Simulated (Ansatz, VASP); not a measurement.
# One calculation of Eu, two programs

```xyz
1
Lattice="-2.2438 2.2438 2.2438 2.2438 -2.2438 2.2438 2.2438 2.2438 -2.2438" Properties=species:S:1:pos:R:3 pbc="T T T"
Eu    0.0000    0.0000    0.0000
```

Alike in both runs: task single point; functional PBEsol; k mesh 10 × 10 × 10; occupations fermi-dirac, width 0.05 eV; collinear spin.

|  | VASP | Ansatz |
| --- | --- | --- |
| version | VASP 6.6.1 | Ansatz 0.2.0 |
| potentials or method | VASP PAW PBE potentials, release 64 (Eu), cutoff 520 eV | all-electron LAPW, scalar-relativistic |

Ansatz gave:

| Item | Value |
| --- | --- |
| pressure (GPa) | -2.0 |
| net moment per atom (μB) | 7.36 |
| size of the moment on the site where the two differ most (μB) | 7.18 |

**Question.** Estimate VASP's values.

**Answer.** Pressure (GPa): -2.2; net moment per atom (μB): 7.37; size of the moment on the site where the two differ most (μB): 6.71.

Site moments also hang on the region over which each program counts them. Ansatz ran all-electron here, so the differences hold the error of VASP's frozen core and of both bases.

Caveats: the PAW data sets were made with another functional, which shifts forces and pressure a little (VASP). The state reached can hang on the start; a lower one may exist.
